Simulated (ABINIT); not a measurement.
# C in ABINIT: notebook

One slab, C, is run at these levels: LDA; tasks: relaxation of cell and atoms, single point.

Program: ABINIT 10.8.3 (patched build). These are calculated values, not measurements. Logs are shortened: lines on timing, memory, paths and dates and some standing lists are left out, and cuts for length are marked. The log counts tension as positive stress, the text compression.

### 1 The structure

The cell holds a slab with vacuum, 2 atoms: a = 2.456 Å, b = 2.456 Å, c = 8.524 Å, α = 90.00°, β = 90.00°, γ = 120.00°.

### 2 Relaxation of cell and atoms, LDA

The input, run.abi:

```
# Pseudopotentials
pp_dirpath "./"
pseudos "C.upf"

# Structure
acell 4.641488922 4.6414889221 16.1076538906
rprim
     1.0000000000     0.0000000000     0.0000000000
    -0.5000000000     0.8660254038     0.0000000000
     0.0000000000     0.0000000000     1.0000000000
ntypat 1
znucl 6
natom 2
typat 1 1
chkprim 0
chksymtnons 0
tolsym 1.0e-6
xred
            2/3            1/3            0.0
            1/3            2/3            0.0

# Plane-wave basis
ecut 41.0
ecutsm 0.5

# k points
kptopt 1
ngkpt 9 9 2
nshiftk 1
shiftk 0.0 0.0 0.0

# Exchange and correlation
ixc 7

# Bands and occupations
nband 8
occopt 3
tsmear 0.05 eV

# SCF cycle
nstep 80
tolvrs 1.0e-12

# Output
iomode 3
prteig 0
prtebands 0
prtwf 0
prtden 0

# Relaxation
ionmov 2
optcell 2
ntime 50
tolmxf 2.0e-5
dilatmx 1.08
```

Potentials or basis: PseudoDojo NC SR LDA v0.4.1 standard.

Command:

```console
abinit run.abi > log 2>&1
```

run.abo:

```text
.Version 10.8.3 of ABINIT
 Symmetries : space group P6/m m m (#191); Bravais hP (primitive hexag.)
================================================================================
 Values of the parameters that define the memory need of the present run
     intxc =       0    ionmov =       2      iscf =       7    lmnmax =       4
     lnmax =       4     mgfft =     108  mpssoang =       2    mqgrid =    5015
     natom =       2  nloc_mem =       1    nspden =       1   nspinor =       1
    nsppol =       1      nsym =      24    n1xccc =    2501    ntypat =       1
    occopt =       3   xclevel =       1
       mpw =        4774          nfft =       97200          nkpt =          24
================================================================================
================================================================================

--------------------------------------------------------------------------------
------------- Echo of variables that govern the present computation ------------
--------------------------------------------------------------------------------
 -outvars: echo values of preprocessed input variables --------
            acell      4.6414889220E+00  4.6414889221E+00  1.6107653891E+01 Bohr
              amu      1.20110000E+01
          chkprim           0
      chksymtnons           0
          dilatmx      1.08000000E+00
             ecut      4.10000000E+01 Hartree
           ecutsm      5.00000000E-01 Hartree
           ionmov           2
              ixc           7
         kptrlatt        9    0    0      0    9    0      0    0    2
          kptrlen      4.17734003E+01
            natom           2
            nband           8
            ngfft          30      30     108
             nkpt          24
            nstep          80
             nsym          24
            ntime          50
           ntypat           1
           occopt           3
          optcell           2
           prtden           0
        prtebands           0
           prteig           0
            prtwf           0
            rprim      1.0000000000E+00  0.0000000000E+00  0.0000000000E+00
                      -5.0000000000E-01  8.6602540380E-01  0.0000000000E+00
                       0.0000000000E+00  0.0000000000E+00  1.0000000000E+00
          spgroup         191
           tolmxf      2.00000000E-05
           tolsym      1.00000000E-06
           tolvrs      1.00000000E-12
           tsmear      1.83746611E-03 Hartree
            typat      1  1
           xangst      1.2280850802E+00  7.0903525170E-01  0.0000000000E+00
                      -1.7639268415E-11  1.4180705034E+00  0.0000000000E+00
            xcart      2.3207444610E+00  1.3398824393E+00  0.0000000000E+00
                      -3.3333386366E-11  2.6797648787E+00  0.0000000000E+00
             xred      6.6666666667E-01  3.3333333333E-01  0.0000000000E+00
                       3.3333333333E-01  6.6666666667E-01  0.0000000000E+00
            znucl        6.00000

================================================================================

 chkinp: Checking input parameters for consistency.

================================================================================
== DATASET  1 ==================================================================

--- !DatasetInfo
iteration_state: {dtset: 1, }
dimensions: {natom: 2, nkpt: 24, mband: 8, nsppol: 1, nspinor: 1, nspden: 1, mpw: 4774, }
cutoff_energies: {ecut:  41.0, pawecutdg:  -1.0, }
electrons: {nelect:   8.00000000E+00, charge:   0.00000000E+00, occopt:   3.00000000E+00, tsmear:   1.83746611E-03, }
meta: {optdriver: 0, ionmov: 2, optcell: 2, iscf: 7, paral_kgb: 0, }
...

 Exchange-correlation functional for the present dataset will be:
  LDA: Perdew-Wang 92 LSD fit to Ceperley-Alder data - ixc=7
  J.P.Perdew and Y.Wang, PRB 45, 13244 (1992)

 Real(R)+Recip(G) space primitive vectors, cartesian coordinates (Bohr,Bohr^-1):
 R(1)=  4.6414889  0.0000000  0.0000000  G(1)=  0.2154481  0.1243890  0.0000000
 R(2)= -2.3207445  4.0196473  0.0000000  G(2)=  0.0000000  0.2487780  0.0000000
 R(3)=  0.0000000  0.0000000 16.1076539  G(3)=  0.0000000  0.0000000  0.0620823
 Unit cell volume ucvol=  3.0052289E+02 bohr^3
 Angles (23,13,12)=  9.00000000E+01  9.00000000E+01  1.20000000E+02 degrees

 getcut: wavevector=  0.0000  0.0000  0.0000  ngfft=  30  30 108
         ecut(hartree)=     47.822   => boxcut(ratio)=   2.07780

--- Pseudopotential description ------------------------------------------------
- pspini: atom type   1  psp file is ./C.upf
   6.00000   4.00000  180309                  znucl, zion, pspdat
12 -1012 1 -1 1234                            pspcod,pspxc,lmax,lloc,mmax
     nproj     2     2

   6.96164805E+01                                ecore*ucvol(ha*bohr**3)
--------------------------------------------------------------------------------

================================================================================

=== [ionmov= 2] Broyden-Fletcher-Goldfarb-Shanno method (forces)
================================================================================

--- Iteration: ( 1/50) Internal Cycle: (1/1)
--------------------------------------------------------------------------------

---SELF-CONSISTENT-FIELD CONVERGENCE--------------------------------------------

--- !BeginCycle
iteration_state: {dtset: 1, itime: 1, icycle: 1, }
solver: {iscf: 7, nstep: 80, nline: 4, wfoptalg: 0, }
tolerances: {tolvrs: 1.00E-12, }
...

     iter   Etot(hartree)      deltaE(h)  residm     vres2
 ETOT  1  -12.017922750171    -1.202E+01 9.071E-02 9.233E+02
 ETOT  2  -12.060160672240    -4.224E-02 1.890E-02 1.501E+02
 ETOT  3  -12.060662651414    -5.020E-04 2.516E-02 9.079E+01
 ETOT  4  -12.061042273987    -3.796E-04 4.548E-03 3.069E+01
 ETOT  5  -12.061068252011    -2.598E-05 1.094E-03 1.307E+01
 ETOT  6  -12.061082707462    -1.446E-05 3.119E-03 6.067E-01
 ETOT  7  -12.061082848447    -1.410E-07 3.697E-04 4.320E-03
 ETOT  8  -12.061082864937    -1.649E-08 1.792E-04 1.372E-04
 ETOT  9  -12.061082865109    -1.720E-10 5.820E-05 1.562E-06
 ETOT 10  -12.061082865116    -7.164E-12 2.315E-05 2.331E-09
 ETOT 11  -12.061082865116     4.157E-13 3.965E-05 3.432E-11
 ETOT 12  -12.061082865116    -1.030E-13 2.286E-05 5.071E-14
[... 344 lines left out ...]
 Gradient of E wrt nuclear positions in reduced coordinates (gred)
 -2.15411617852351E-27 -5.37525136276687E-44 -0.00000000000000E+00
  2.15411617852351E-27  5.37525136276687E-44  0.00000000000000E+00
 Scale of Primitive Cell (acell) [bohr]
  4.62776256964322E+00  4.62776256980529E+00  1.61077275800331E+01
 Real space primitive translations (rprimd) [bohr]
  4.62776256964322E+00  0.00000000000000E+00  0.00000000000000E+00
 -2.31388128487146E+00  4.00775994815214E+00  0.00000000000000E+00
  0.00000000000000E+00  0.00000000000000E+00  1.61077275800331E+01
 Unitary Cell Volume (ucvol) [Bohr^3]=  2.98749402895576E+02
 Angles (23,13,12)= [degrees]
  9.00000000000000E+01  9.00000000000000E+01  1.19999999999554E+02
 Lengths [Bohr]
  4.62776256964322E+00  4.62776256980529E+00  1.61077275800331E+01
 Stress tensor in cartesian coordinates (strten) [Ha/bohr^3]
  1.21701778993052E-09  9.70231147160173E-15  0.00000000000000E+00
  9.70231147160173E-15  1.21695614826653E-09  0.00000000000000E+00
  0.00000000000000E+00  0.00000000000000E+00 -1.12266568578763E-07
 Total energy (etotal) [Ha]= -1.20611278667306E+01

 Difference of energy with previous step (new-old):
           Absolute (Ha)=-8.20570E-10
           Relative     =-6.80343E-11

 At Broyd/MD step   4, gradients are converged :
  max grad (force/stress) = 1.1227E-05 < tolmxf= 2.0000E-05 ha/bohr (free atoms)

================================================================================

 ----iterations are completed or convergence reached----

 Mean square residual over all n,k,spin=   13.845E-11; max=  25.104E-09
 reduced coordinates (array xred) for    2 atoms
       0.666666666667      0.333333333333      0.000000000000
       0.333333333333      0.666666666667      0.000000000000
 rms dE/dt=  1.2437E-27; max dE/dt=  2.1541E-27; dE/dt below (all hartree)
    1      -0.000000000000      0.000000000000      0.000000000000
    2       0.000000000000      0.000000000000      0.000000000000

 cartesian coordinates (angstrom) at end:
    1      1.22445324382307     0.70693840996437     0.00000000000000
    2     -0.00000000001759     1.41387681992875     0.00000000000000

 cartesian forces (hartree/bohr) at end:
    1      0.00000000000000     0.00000000000000    -0.00000000000000
    2     -0.00000000000000    -0.00000000000000    -0.00000000000000
 frms,max,avg= 3.1031788E-28 4.6547681E-28   0.000E+00  0.000E+00  0.000E+00 h/b

 cartesian forces (eV/Angstrom) at end:
    1      0.00000000000000     0.00000000000000    -0.00000000000000
    2     -0.00000000000000    -0.00000000000000    -0.00000000000000
 frms,max,avg= 1.5957187E-26 2.3935780E-26   0.000E+00  0.000E+00  0.000E+00 e/A
 length scales=  4.627762569643  4.627762569805 16.107727580033 bohr
              =  2.448906487664  2.448906487749  8.523842349005 angstroms
 Fermi (or HOMO) energy (hartree) =  -0.02857   Average Vxc (hartree)=  -0.19005
 Eigenvalues (hartree) for nkpt=  24  k points:
 kpt#   1, nband=  8, wtk=  0.00617, kpt=  0.0000  0.0000  0.0000 (reduced coord)
  -0.74447   -0.31495   -0.13945   -0.13945    0.08570    0.17159    0.23140    0.28328
      occupation numbers for kpt#   1
   2.00000    2.00000    2.00000    2.00000    0.00000    0.00000    0.00000    0.00000
 prteigrs : prtvol=0 or 1, do not print more k-points.

--- !EnergyTerms
iteration_state     : {dtset: 1, itime: 4, icycle: 1, }
comment             : Components of total free energy in Hartree
kinetic             :  8.50242306298989E+00
hartree             :  1.90049720103491E+01
xc                  : -4.28424836259065E+00
Ewald energy        :  9.20363185188985E+00
psp_core            :  2.33026342021534E-01
local_psp           : -4.40570125132983E+01
non_local_psp       : -6.63794467037015E-01
internal            : -1.20610020756757E+01
'-kT*entropy'       : -1.25791054969151E-04
total_energy        : -1.20611278667306E+01
total_energy_eV     : -3.28200008943772E+02
band_energy         : -2.91819058574535E+00
...

 Cartesian components of stress tensor (hartree/bohr^3)
  sigma(1 1)=  1.21701779E-09  sigma(3 2)=  0.00000000E+00
  sigma(2 2)=  1.21695615E-09  sigma(3 1)=  0.00000000E+00
  sigma(3 3)= -1.12266569E-07  sigma(2 1)=  9.70231147E-15

-Cartesian components of stress tensor (GPa)         [Pressure=  1.0771E-03 GPa]
- sigma(1 1)=  3.58058996E-05  sigma(3 2)=  0.00000000E+00
- sigma(2 2)=  3.58040860E-05  sigma(3 1)=  0.00000000E+00
- sigma(3 3)= -3.30299648E-03  sigma(2 1)=  2.85451859E-10

== END DATASET(S) ==============================================================
================================================================================

 -outvars: echo values of variables after computation  --------
            acell      4.6277625696E+00  4.6277625698E+00  1.6107727580E+01 Bohr
           etotal     -1.2061127867E+01
            fcart      4.6547681436E-28  2.6874316407E-28 -0.0000000000E+00
                      -4.6547681436E-28 -2.6874316407E-28 -0.0000000000E+00
            rprim      1.0000000000E+00  0.0000000000E+00  0.0000000000E+00
                      -4.9999999999E-01  8.6602540379E-01  0.0000000000E+00
                       0.0000000000E+00  0.0000000000E+00  1.0000000000E+00
           strten      1.2170177899E-09  1.2169561483E-09 -1.1226656858E-07
                       0.0000000000E+00  0.0000000000E+00  9.7023114716E-15
           xangst      1.2244532438E+00  7.0693840996E-01  0.0000000000E+00
                      -1.7587059098E-11  1.4138768199E+00  0.0000000000E+00
             xred      6.6666666667E-01  3.3333333333E-01  0.0000000000E+00
                       3.3333333333E-01  6.6666666667E-01  0.0000000000E+00
 Calculation completed.
```

Run time: 72 s. Hardware: 1 thread of Arm Neoverse V2, shared host; peak memory 0.09 GiB.

Results:

| Property | Result |
| --- | --- |
| Free energy | -328.2000 eV |
| Relaxed volume | 22.14 Å³/atom |
| Relaxed cell | a = 2.449 Å, b = 2.449 Å, c = 8.524 Å, α = 90.00°, β = 90.00°, γ = 120.00° |
| Space group after relaxing (to 0.05 Å) | P6/mmm (No. 191) |
| Energy gained by relaxing | 0.6 meV/atom |
| Ionic steps | 4 |
| Band gap on the k mesh | none (metal or under the smearing width) |

The path:
```
step  energy change (eV)  largest force (eV/Å)  pressure (GPa)  volume (Å³)
   1              0.0000                0.0000           -0.99        44.53
   2             -0.0009                0.0000           -0.49        44.40
   3             -0.0012                0.0000            0.01        44.27
   4             -0.0012                0.0000            0.00        44.27
```

Final structure:
```
C
1.0
     2.44891    0.00000    0.00000
    -1.22445    2.12082    0.00000
     0.00000    0.00000    8.52384
C
2
Direct
  0.66667 0.33333 0.00000
  0.33333 0.66667 0.00000
```

Caveat: the k mesh is coarse (spacing up to 0.37 Å⁻¹), so the values aren't converged.

### 3 Single point, LDA (cell relaxed)

The input, run.abi:

```
# Pseudopotentials
pp_dirpath "./"
pseudos "C.upf"

# Structure
acell 3*1.0 Angstrom
rprim
     2.4489064900     0.0000000000     0.0000000000
    -1.2244532400     2.1208152300     0.0000000000
     0.0000000000     0.0000000000     8.5238423500
ntypat 1
znucl 6
natom 2
typat 1 1
xred
     0.6666666700     0.3333333300     0.0000000000
     0.3333333300     0.6666666700     0.0000000000
chkprim 0
chksymtnons 0
tolsym 1.0e-6

# Plane-wave basis
ecut 41.0

# k points
kptopt 1
ngkpt 9 9 2
nshiftk 1
shiftk 0.0 0.0 0.0

# Exchange and correlation
ixc 7

# Bands and occupations
nband 8
occopt 3
tsmear 0.00183747

# SCF cycle
nstep 100
tolvrs 1.0e-10

# Output
iomode 3
prtwf 0
prtden 0
prteig 0
prtebands 0
enunit 2
```

Potentials or basis: PseudoDojo NC SR LDA v0.4.1 standard.

Command:

```console
abinit run.abi > log 2>&1
```

It took 18 s on 1 thread of Arm Neoverse V2, shared host; peak memory 0.08 GiB.

Results (log left out):

| Item | Value |
| --- | --- |
| Free energy | -328.2002 eV |
| Band gap on the k mesh | none (metal or under the smearing width) |
| All electrons inside the program's atomic spheres | C 4.81 (radii [1.0584] Å) |

Levels at points of the mesh, in eV from the Fermi level:
```tsv
k point	band 1	band 2	band 3	band 4	band 5	band 6	band 7	band 8
(0.00, 0.00, 0.00)	-19.48	-7.79	-3.02	-3.02	3.11	5.45	7.07	8.49
(0.00, 0.00, 0.50)	-19.48	-7.79	-3.02	-3.02	3.73	4.03	8.49	8.49
```

Caveat: the k mesh is coarse (spacing up to 0.37 Å⁻¹), so the values aren't converged.

### 4 Relaxation of cell and atoms, LDA

The input, run.abi:

```
# Pseudopotentials
pp_dirpath "./"
pseudos "C.upf"

# Structure
acell 3*1.0 Angstrom
rprim
     2.4561701622     0.0000000000     0.0000000000
    -1.2280850811     2.1271057565     0.0000000000
     0.0000000000     0.0000000000     8.5238033600
ntypat 1
znucl 6
natom 2
typat 1 1
chkprim 0
chksymtnons 0
tolsym 1.0e-6
xred
            2/3            1/3            0.0
            1/3            2/3            0.0

# Plane-wave basis
ecut 41.0
ecutsm 0.5

# k points
kptopt 1
ngkpt 9 9 2
nshiftk 1
shiftk 0.0 0.0 0.0

# Exchange and correlation
ixc 7

# Bands and occupations
nband 8
occopt 3
tsmear 0.00183747

# SCF cycle
nstep 80
tolvrs 1.0e-12

# Output
iomode 3
prteig 0
prtebands 0
prtwf 0
prtden 0

# Relaxation
ionmov 2
optcell 2
ntime 50
tolmxf 2.0e-5
dilatmx 1.08
```

Command:

```console
abinit run.abi > log 2>&1
```

Wall time 4.1 min (1 thread of Intel Xeon at 2.50GHz (Skylake/Cascade Lake), shared host); peak memory 0.09 GiB.

It converged, with:

```yaml
Free_energy: -328.2000 eV
Relaxed_volume: 22.14 Å³/atom
Relaxed_cell: a = 2.449 Å, b = 2.449 Å, c = 8.524 Å, α = 90.00°, β = 90.00°, γ = 120.00°
Space_group_after_relaxing_to_0.05_Å: P6/mmm (No. 191)
Energy_gained_by_relaxing: 0.6 meV/atom
Ionic_steps: 4
Band_gap_on_the_k_mesh: none (metal or under the smearing width)
```

The path:
```tsv
step	energy change (eV)	largest force (eV/Å)	pressure (GPa)	volume (Å³)
1	0.0000	0.0000	-0.99	44.53
2	-0.0009	0.0000	-0.49	44.40
3	-0.0012	0.0000	0.01	44.27
4	-0.0012	0.0000	0.00	44.27
```

Final structure:
```cif
data_structure
_symmetry_space_group_name_H-M 'P 1'
_symmetry_Int_Tables_number 1
_cell_length_a 2.4489
_cell_length_b 2.4489
_cell_length_c 8.5238
_cell_angle_alpha 90.000
_cell_angle_beta 90.000
_cell_angle_gamma 120.000
_cell_volume 44.27
loop_
_atom_site_label
_atom_site_type_symbol
_atom_site_fract_x
_atom_site_fract_y
_atom_site_fract_z
_atom_site_occupancy
C1 C 0.66667 0.33333 0.00000 1
C2 C 0.33333 0.66667 0.00000 1
```

Caveat: the k mesh is coarse (spacing up to 0.37 Å⁻¹), so the values aren't converged.
